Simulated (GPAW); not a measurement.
Set up this calculation in GPAW 26.7.0, as an ASE script.

- Task: relaxation of cell and atoms
- Functional: PBEsol
- Potentials or basis: PAW data sets generated in the run's folder for this functional
- Cutoff: 600 eV
- Basis: pw
- k mesh: 12 × 12 × 12
- Occupations: fermi-dirac, width 0.05 eV
- Spin: no spin polarisation
- Maxiter: 150
- Optimizer: BFGS
- Fmax: 0.02 eV/Å
- Max steps: 60
- Convergence: density=1e-05 forces=0.0001

Pt:

```
CELL_PARAMETERS angstrom
0.00000 1.96090 1.96090
1.96090 0.00000 1.96090
1.96090 1.96090 0.00000
ATOMIC_POSITIONS crystal
Pt 0.00000 0.00000 0.00000
```

The input as run:

run.py

```python
from ase import Atoms
from ase.filters import FrechetCellFilter
from ase.io import write
from ase.optimize import BFGS
from gpaw import GPAW, PW, setup_paths

setup_paths.insert(0, '.')

atoms = Atoms(['Pt'],
              cell=[[0.0, 1.9609, 1.9609],
                    [1.9609, 0.0, 1.9609],
                    [1.9609, 1.9609, 0.0]],
              scaled_positions=[[0.0, 0.0, 0.0]],
              pbc=True)

calc = GPAW(mode=PW(600),
            xc='PBEsol',
            kpts={'size': (12, 12, 12), 'gamma': True},
            occupations={'name': 'fermi-dirac', 'width': 0.05},
            nbands=17,
            convergence={'density': 1e-05, 'forces': 0.0001},
            maxiter=150,
            txt='gpaw.txt')
atoms.calc = calc
opt = BFGS(FrechetCellFilter(atoms), trajectory='relax.traj', logfile='-')
done = opt.run(fmax=0.02, steps=60)
calc.write('gs.gpw')
write('result.traj', atoms)
print('Converged:', done)
print('Cell:', atoms.cell.cellpar().round(4))
print('Volume:', round(atoms.get_volume(), 4))
print(atoms.get_scaled_positions().round(5))
```

Potentials or basis: PAW data sets generated in the run's folder for this functional, pw.

Command:

```console
$ gpaw-setup -f PBEsol Pt
$ OMP_NUM_THREADS=1 python run.py
```

Results of the run:

* Relaxed volume: 15.02 Å³/atom
* Relaxed cell: a = 2.770 Å, b = 2.770 Å, c = 2.770 Å, α = 60.00°, β = 60.00°, γ = 60.00°
* Space group after relaxing (to 0.05 Å): Fm-3m (No. 225)
* Energy gained by relaxing: 0.2 meV/atom
* Ionic steps: 2
* Pressure after relaxing: 0.1 GPa
* Band gap on the k mesh: none (metal or under the smearing width)

Caveat: later steps reuse the first step's grids.

Wall time 21 s on 1 thread of Arm Neoverse V1, on a shared host, peak memory 0.17 GiB.
